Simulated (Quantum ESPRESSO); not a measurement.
Crystal: ZrSe2.

```
CELL_PARAMETERS angstrom
3.79800 0.00000 0.00000
-1.89900 3.28916 0.00000
0.00000 0.00000 6.19200
ATOMIC_POSITIONS crystal
Zr 0.00000 0.00000 0.00000
Se 0.66667 0.33333 0.75000
Se 0.33333 0.66667 0.25000
```

Base run:

- Program: Quantum ESPRESSO 7.5
- Functional: PBEsol
- Potentials or basis: SSSP 1.3 efficiency PBE
- Cutoff: 748 eV
- Density cutoff: 5987 eV
- k mesh: 8 × 8 × 5
- Occupations: fermi-dirac, width 0.05 eV
- Spin: no spin polarisation
- Hubbard terms: Zr d U = 8 eV

Its results: band gap on the k mesh 2.18 eV, indirect (least direct gap 2.72 eV); pressure 6.9 GPa; largest force 0.759 eV/Å.

Problem. The run is repeated on the same cell with these changes: hubbard terms from Zr d U = 8 eV to Zr d U = 6 eV. What comes out?

Solution. Band gap on the k mesh 1.54 eV, indirect (least direct gap 2.21 eV); pressure 4.7 GPa; largest force 0.569 eV/Å.

Caveats: the potentials were made for another functional, which shifts forces and pressure; an odd mesh through Γ misses points on the zone boundary, where band edges often lie; this functional lacks dispersion, which binds the layers, so the pressure and a relaxed spacing across them are unreliable.
